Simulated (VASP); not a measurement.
Here is a VASP 6.6.1 calculation.

INCAR

```
SYSTEM = GaAs
ALGO = Normal
AMIX = 0.2
EDIFF = 1E-7
ENCUT = 520
GGA = PE
ISIF = 2
ISMEAR = 0
LASPH = .True.
LCHARG = .False.
LREAL = .False.
LWAVE = .False.
NELM = 100
PREC = Accurate
SIGMA = 0.02
```

KPOINTS

```
k-points
0
Gamma
  10 10 10
  0 0 0
```

Contents of POSCAR:

```
GaAs                                    
1.0
    0.0000000000      2.8164522752      2.8164522752
    2.8164522752      0.0000000000      2.8164522752
    2.8164522752      2.8164522752      0.0000000000
  Ga              As            
     1     1
Direct
     0.0000000000000000    0.0000000000000000    0.0000000000000000
     0.2500000000000000    0.2500000000000000    0.2500000000000000
```

Potentials or basis: VASP PAW PBE potentials, release 64 (Ga_d, As).

Launch:

```bash
$ cat potpaw_PBE.64/Ga_d/POTCAR potpaw_PBE.64/As/POTCAR > POTCAR
$ mpirun -np 1 vasp_std > vasp.out
```

Task: Predict the band gap on the k mesh.

Result: 0.60 eV, direct.

Task: Estimate the pressure.

Result: 4.3 GPa.

A k mesh can miss the band edges.
